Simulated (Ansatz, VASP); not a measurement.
**Cross-check of Cs4Hg4PbBr10 between VASP and Ansatz**

Wanted: the spread between two codes on one cell, functional and k mesh. The structure shown is the end of the VASP relaxation below.

Method: plane waves, with VASP 6.6.1 beside it; single point at PBEsol, in Ansatz 0.2.0.

## 1. The structure

The cell holds 19 atoms: 4 Hg, 4 Cs, 10 Br and 1 Pb. Its edges and angles: a = 9.595 Å, b = 9.595 Å, c = 9.595 Å, α = 109.5°, β = 109.5°, γ = 109.5°. It derives from CsHgBr3. Nearest the centre at fractional (0.250, 0.375, 0.375): Hg1 at 1.34 Å, Pb19 at 1.68 Å, Br15 at 2.99 Å, Br18 at 3.00 Å, Cs8 at 3.83 Å, Cs5 at 3.83 Å, Hg2 at 4.14 Å, Br10 at 4.15 Å.

## 2. VASP: relaxation, PBEsol

This run makes the geometry at which the two programs are then compared.

Lines of VASP's logs that name or quote its potential files are left out, and so is its time.

File INCAR:

```
SYSTEM = Cs4Hg4PbBr10
PREC = Normal
ENCUT = 280
EDIFF = 1E-05
NELM = 120
ISMEAR = 1
SIGMA = 0.15
LREAL = Auto
ALGO = Fast
GGA = PS
NBANDS = 98
LORBIT = 11
LWAVE = .FALSE.
LCHARG = .FALSE.
NCORE = 5
IBRION = 1
NSW = 60
ISIF = 2
EDIFFG = -0.05
POTIM = 0.3
MAXMIX = 40
ISYM = 0
```

File POSCAR:

```
Cs4Hg4PbBr10
1.0
   -5.5394274124      5.5394274124      5.5394274124
    5.5394274124     -5.5394274124      5.5394274124
    5.5394274124      5.5394274124     -5.5394274124
Hg Cs Br Pb
4 4 10 1
Direct
    0.2067129992      0.2698219182      0.4362315037
    0.0299390489      0.0226552477      0.5038378647
    0.9932368919      0.5161568769      0.9760792119
    0.5115404268      0.0095928138      0.0023133037
    0.9614448058      0.9680789176      0.9387065647
    0.5413166427      0.5219279352      0.9945796718
    0.5410941979      0.0483140994      0.5209135481
    0.9604985520      0.5189564722      0.4960807218
    0.7140811320      0.7540757763      0.4583210149
    0.7835061004      0.2661382004      0.0160334176
    0.3058855937      0.7604098162      0.0473370280
    0.7624299315      0.0257950243      0.2356141979
    0.7378788740      0.5055340021      0.7324163922
    0.2789248341      0.0097511245      0.7681131048
    0.4666460913      0.2770684530      0.2476785348
    0.0625681466      0.7448042089      0.2756382924
    0.0601754845      0.2889008947      0.8097871842
    0.4670523017      0.7208150227      0.6921024042
    0.3646092276      0.5226019281      0.3424046424
```

File KPOINTS:

```
Automatic mesh
0
Gamma
3 3 3
0 0 0
```

Potentials, in the order of the species: Hg, Cs_sv, Br and Pb (PBE family, release 64).

Launch:

```bash
$ mpirun -np 5 vasp_std
```

Numbers of over 12 decimals in the logs are rounded to 6 here.

What it wrote:

```text
[banner, memory and clock lines left out]
running    5 mpi-ranks, on    1 nodes
 distrk:  each k-point on    5 cores,    1 groups
 distr:  one band on    5 cores,    1 groups

 POSCAR found type information on POSCAR HgCsBrPb
 POSCAR found :  4 types and      19 ions
|                                                                             |
|           W    W    AA    RRRRR   N    N  II  N    N   GGGG   !!!           |
|           W    W   A  A   R    R  NN   N  II  NN   N  G    G  !!!           |
|           W    W  A    A  R    R  N N  N  II  N N  N  G       !!!           |
|           W WW W  AAAAAA  RRRRR   N  N N  II  N  N N  G  GGG   !            |
|           WW  WW  A    A  R   R   N   NN  II  N   NN  G    G                |
|           W    W  A    A  R    R  N    N  II  N    N   GGGG   !!!           |
|                                                                             |
|     For optimal performance we recommend to set                             |
|       NCORE = 2 up to number-of-cores-per-socket                            |
|     NCORE specifies how many cores store one orbital (NPAR=cpu/NCORE).      |
|     This setting can greatly improve the performance of VASP for DFT.       |
|     The default, NCORE=1 might be grossly inefficient on modern             |
|     multi-core architectures or massively parallel machines. Do your        |
|     Unfortunately you need to use the default for GW and RPA                |
|     calculations (for HF NCORE is supported but not extensively tested      |
|     yet).                                                                   |
|                                                                             |

|                                                                             |
|               ----> ADVICE to this user running VASP <----                  |
|                                                                             |
|     You enforced a specific xc type in the INCAR file but a different       |
|     [... a line on the potential file left out ...]
|     I HOPE YOU KNOW WHAT YOU ARE DOING!                                     |
|                                                                             |

 LDA part: xc-table for (Slater+PW92), standard interpolation
 POSCAR, INCAR and KPOINTS ok, starting setup
 FFT: planning ... GRIDC
 FFT: planning ... GRID_SOFT
 FFT: planning ... GRID
 WAVECAR not read
 entering main loop
       N       E                     dE             d eps       ncg     rms          rms(c)
DAV:   1     0.868862905554E+03    0.86886E+03   -0.47445E+04  2744   0.841E+02
DAV:   2     0.271563357137E+02   -0.84171E+03   -0.81446E+03  3336   0.226E+02
DAV:   3    -0.487378852266E+02   -0.75894E+02   -0.75335E+02  3152   0.713E+01
DAV:   4    -0.499892508267E+02   -0.12514E+01   -0.12472E+01  3144   0.982E+00
DAV:   5    -0.500139804956E+02   -0.24730E-01   -0.24714E-01  3232   0.120E+00    0.175E+01
RMM:   6    -0.475039167170E+02    0.25101E+01   -0.47362E+00  2744   0.487E+00    0.132E+01
RMM:   7    -0.472182222939E+02    0.28569E+00   -0.28642E+00  2744   0.288E+00    0.408E+00
RMM:   8    -0.471984410568E+02    0.19781E-01   -0.20938E-01  2744   0.106E+00    0.173E+00
RMM:   9    -0.471999126257E+02   -0.14716E-02   -0.61553E-02  2745   0.636E-01    0.612E-01
RMM:  10    -0.472012949419E+02   -0.13823E-02   -0.14958E-02  2907   0.270E-01    0.283E-01
RMM:  11    -0.472017198868E+02   -0.42494E-03   -0.21792E-03  2746   0.133E-01    0.783E-02
RMM:  12    -0.472017766043E+02   -0.56717E-04   -0.46539E-04  2766   0.473E-02    0.267E-02
RMM:  13    -0.472017851281E+02   -0.85239E-05   -0.90108E-05  2378   0.236E-02
   1 F= -.47201785E+02 E0= -.47203446E+02  d E =-.472018E+02
[...]
2 F= -.47203252E+02 E0= -.47204913E+02  d E =-.146666E-02
[...]
3 F= -.47205220E+02 E0= -.47206882E+02  d E =-.196804E-02
 BRION: g(F)=  0.481E-03 g(S)=  0.000E+00 retain N=  1 mean eig= 3.61
 eig:   3.610
 bond charge predicted
       N       E                     dE             d eps       ncg     rms          rms(c)
DAV:   1    -0.472058737109E+02   -0.65482E-03   -0.17798E-01  3006   0.104E+00    0.148E-01
RMM:   2    -0.472061987383E+02   -0.32503E-03   -0.35349E-03  2744   0.152E-01    0.166E-02
RMM:   3    -0.472062356997E+02   -0.36961E-04   -0.37312E-04  2696   0.523E-02    0.141E-02
RMM:   4    -0.472062378779E+02   -0.21782E-05   -0.49048E-05  2217   0.176E-02
   4 F= -.47206238E+02 E0= -.47207901E+02  d E =-.101805E-02
 BRION: g(F)=  0.366E-03 g(S)=  0.000E+00 retain N=  1 mean eig= 5.15
 eig:   5.152
 reached required accuracy - stopping structural energy minimisation
```

From OUTCAR (step 2):

```text
ion  position               nearest neighbor table
   1  0.207  0.270  0.436-   2 2.83  19 2.98
   2  0.030  0.023  0.504-   1 2.83  14 2.92  12 2.99  16 3.02  17 3.03   9 3.03
   3  0.993  0.516  0.976-  17 2.65  16 2.66  13 2.71  11 2.80  10 2.80
   4  0.512  0.010  0.002-  14 2.59  12 2.60  11 2.81  10 2.86  18 3.10  15 3.11
   5  0.961  0.968  0.939-
   6  0.541  0.522  0.995-
   7  0.541  0.048  0.521-
   8  0.960  0.519  0.496-
   9  0.714  0.754  0.458-  19 2.88   2 3.03
  10  0.784  0.266  0.016-   3 2.80   4 2.86
  11  0.306  0.760  0.047-   3 2.80   4 2.81
  12  0.762  0.026  0.236-   4 2.60   2 2.99
  13  0.738  0.506  0.732-   3 2.71
  14  0.279  0.010  0.768-   4 2.59   2 2.92
  15  0.467  0.277  0.248-  19 2.84   4 3.11
  16  0.063  0.745  0.276-   3 2.66   2 3.02
  17  0.060  0.289  0.810-   3 2.65   2 3.03
  18  0.467  0.721  0.692-  19 2.85   4 3.10
  19  0.365  0.523  0.342-  15 2.84  18 2.85   9 2.88   1 2.98

 Found     14 irreducible k-points:

   k-points           NKPTS =     14   k-points in BZ     NKDIM =     14   number of bands    NBANDS=     98

   dimension x,y,z NGX =    40 NGY =   40 NGZ =   40
   dimension x,y,z NGXF=    80 NGYF=   80 NGZF=   80

   ENCUT  =  280.0 eV  20.58 Ry    4.54 a.u.  13.09 13.09 13.09*2*pi/ulx,y,z

   NELECT =     158.0000    total number of electrons

 k-points in reciprocal lattice and weights: Automatic mesh
   0.00000000  0.00000000  0.00000000       0.037
   0.33333333  0.00000000  0.00000000       0.074
   0.00000000  0.33333333  0.00000000       0.074
   0.00000000  0.00000000  0.33333333       0.074
   0.33333333  0.00000000 -0.33333333       0.074
   0.33333333 -0.33333333  0.00000000       0.074
   0.00000000  0.33333333 -0.33333333       0.074
   0.33333333  0.33333333  0.00000000       0.074
   0.00000000  0.33333333  0.33333333       0.074
[...]
0.33333333 -0.33333333  0.33333333       0.074
   0.33333333  0.33333333 -0.33333333       0.074

 average (electrostatic) potential at core
       1 -41.4893       2 -41.0466       3 -41.5789       4 -41.6402       5 -49.6137
       6 -49.5640       7 -49.5598       8 -49.6007       9 -64.2766      10 -64.0595
      11 -64.0598      12 -64.4839      13 -64.1418      14 -64.4570      15 -64.2269
      16 -64.2694      17 -64.2668      18 -64.2352      19 -46.6024

 E-fermi :   1.1578

 k-point     1 :       0.0000    0.0000    0.0000
  band No.  band energies     occupation
    ...
     75      -0.5906      2.00000
     76      -0.4789      2.00000
     77      -0.4588      2.00000
     78       0.2804      2.00000
     79       0.3902      2.00000
     80       2.5162     -0.00000
     81       3.1100     -0.00000
     82       3.4243     -0.00000
     83       3.5278     -0.00000
     84       3.9561     -0.00000
    ...

 k-point     2 :       0.3333    0.0000    0.0000
  band No.  band energies     occupation
    ...
     75      -0.5749      2.00000
     76      -0.5419      2.00000
     77      -0.3538      2.00000
     78      -0.0025      2.00000
     79       0.6885      2.00009
     80       2.0650     -0.00000
     81       2.7428     -0.00000
     82       3.2396     -0.00000
     83       3.4463     -0.00000
     84       3.5490     -0.00000
    ...

 k-point     3 :       0.0000    0.3333    0.0000
  band No.  band energies     occupation
    ...
     75      -0.5626      2.00000
     76      -0.5236      2.00000
     77      -0.3783      2.00000
     78       0.0370      2.00000
     79       0.7344      2.00049
     80       2.3590     -0.00000
     81       2.5802     -0.00000
     82       3.0139     -0.00000
     83       3.3961     -0.00000
     84       3.8249     -0.00000
    ...

  Total        2.8560067     -0.7609342      2.4800726      0.0566678     -0.9884512      0.0479052
  in kB        6.7300018     -1.7930940      5.8441367      0.1335342     -2.3292238      0.1128857
  external PRESSURE =       3.5936815 kB  Pullay stress =       0.0000000 kB

  energy-cutoff  :      280.00
  volume of cell :      679.91
      direct lattice vectors                 reciprocal lattice vectors
    -5.539427412  5.539427412  5.539427412     0.000000000  0.090262037  0.090262037
     5.539427412 -5.539427412  5.539427412     0.090262037  0.000000000  0.090262037
     5.539427412  5.539427412 -5.539427412     0.090262037  0.090262037  0.000000000

 POSITION                                       TOTAL-FORCE (eV/Angst)
 -----------------------------------------------------------------------------------
      2.76712      2.05992      0.22284         0.002021     -0.044532      0.007725
      2.75090      2.83308     -2.49528         0.000031      0.010760      0.021956
      2.76776      8.04937      2.95221        -0.006402      0.017550     -0.000088
     -2.76775      2.78698      2.87478         0.005138      0.012706      0.003270
      5.23153      5.16129      5.48594        -0.023936     -0.007823     -0.011522
      5.39953      5.61758      0.38029        -0.011924      0.004883     -0.003143
      0.15581      5.61734      0.37857         0.002360      0.009981     -0.000875
      0.30529      5.19266      5.44628         0.016315     -0.007659     -0.005954
      2.76314      2.31688      5.59603         0.011995      0.000959      0.012931
     -2.77793      2.94851      5.73103        -0.004070     -0.032654      0.004127
      2.78077     -2.25676      5.64032        -0.000086     -0.002995     -0.010225
     -2.77505      5.39424      3.05904        -0.001900      0.000446     -0.008886
      2.77353      5.35436      2.83604         0.014701      0.030118      0.026030
      2.76669      5.74355     -2.65987         0.009164     -0.016986     -0.020498
      0.31915      2.42274      2.74390         0.006376     -0.002531     -0.019530
      5.30365     -2.24826      2.94655         0.002341      0.032926      0.003201
      5.74930      3.22255     -2.55339        -0.002125      0.019004     -0.006488
      5.23133      2.42694      2.74393        -0.022000      0.002516     -0.014133
      2.77905      1.01796      3.02361         0.002000     -0.026671      0.022102
 -----------------------------------------------------------------------------------
    total drift:                               -0.001174     -0.021933      0.002753

  FREE ENERGIE OF THE ION-ELECTRON SYSTEM (eV)
  ---------------------------------------------------
  free  energy   TOTEN  =       -47.2062378779 eV

  energy  without entropy=      -47.2112281464  energy(sigma->0) =      -47.20790130

 reached required accuracy - stopping structural energy minimisation

 total charge
# of ion       s       p       d       tot
------------------------------------------
    1        1.004   0.136   9.305  10.446
    2        0.915   0.181   9.329  10.426
    3        0.655   0.341   9.403  10.399
    4        0.699   0.299   9.384  10.383
    5        1.855   4.701   0.024   6.580
    6        1.855   4.701   0.023   6.580
    7        1.855   4.701   0.024   6.580
    8        1.855   4.701   0.024   6.580
    9        1.607   3.215   0.010   4.832
   10        1.608   3.208   0.013   4.829
   11        1.609   3.202   0.013   4.824
   12        1.613   3.179   0.019   4.812
   13        1.603   3.224   0.010   4.836
   14        1.613   3.182   0.020   4.816
   15        1.607   3.211   0.009   4.827
   16        1.610   3.193   0.015   4.818
   17        1.610   3.193   0.015   4.818
   18        1.607   3.211   0.009   4.827
   19        1.771   1.043   0.115   2.929
--------------------------------------------------
tot         28.552  52.825  37.765 119.143

[... 3 further parts left out ...]
```

The data set Pb keeps the semicore shell frozen, which is cheaper and a little less accurate.

[end of part 1 of 2]

[Lines on the potential files, build, host, timing and source positions are cut from VASP's logs without a mark.]

[Logs are printed without paths, hosts, clocks, repeated set-up lines and the standing remarks that a program may print on its own settings, such as how far it seeks lower states.]

[Hosts, paths, dates, database ids (printed as entryN), source tags and the programs' standing remarks are cut or masked in the printed files.]
